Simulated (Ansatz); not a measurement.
BN (Fmm2) from a database of computed structures, relaxed with r2SCAN+rVV10. Space group Fmm2 (No. 42), orthorhombic; conventional cell a = 2.502 Å, b = 6.586 Å, c = 4.327 Å, 8.91 Å³ an atom. Around B lie 3 N at 1.44 Å; around N lie 3 B at 1.44 Å.

```
B N
1.0
     0.00000    3.29286    2.16328
     1.25096    0.00000    2.16328
     1.25096    3.29286    0.00000
B N
1 1
Direct
  0.00011 0.00011 0.99989
  0.66659 0.66659 0.33341
```

The questions ask for values computed with Ansatz on this geometry. No spin polarisation and no zero-point or thermal motion.

Given (12×12×12 mesh): The LDA gap is indirect, 3.27 eV (A₀–Z (0.33 of the way from A₀) to T), below the direct gap of 4.41 eV at Γ–Σ₀ (0.90 of the way from Γ).

(1) How does the gap change from LDA to PBE0 (8×8×8)?

(2) How does the gap change from LDA to r2SCAN0 (8×8×8)?

(3) Roughly how does the cost of the DDH-PBE0 run (8×8×8) compare with r2SCAN's (12×12×12)?

Results:

(1) PBE0 gives an indirect gap of 5.41 eV, from A₀–Z (0.33 of the way from A₀) to T; the least direct gap is 6.68 eV at Γ–Σ₀ (0.90 of the way from Γ). The gap differs by +2.14 eV from LDA's.

(2) With r2SCAN0 the valence top lies at A₀–Z (0.33 of the way from A₀) and the conduction bottom at T, 5.71 eV higher; the smallest vertical gap, at Γ–Σ₀ (0.90 of the way from Γ), is 7.09 eV. The gap differs by +2.44 eV from LDA's.

(3) About 7 times as much (100 core-seconds against 14 core-seconds, on 2 threads of Arm Neoverse V2 (shared host)).

Where an edge lies off the special points, it is a point of the mesh or the k point where a search put PBE's edge or least direct gap, reused for the other functionals, whose own edges may lie a little apart.

The meshes of the hybrids are coarse, so their gaps aren't converged to the digits shown.

Set aside, since their points miss a band edge that the other levels read or their mesh is too coarse: LC-ωPBE.
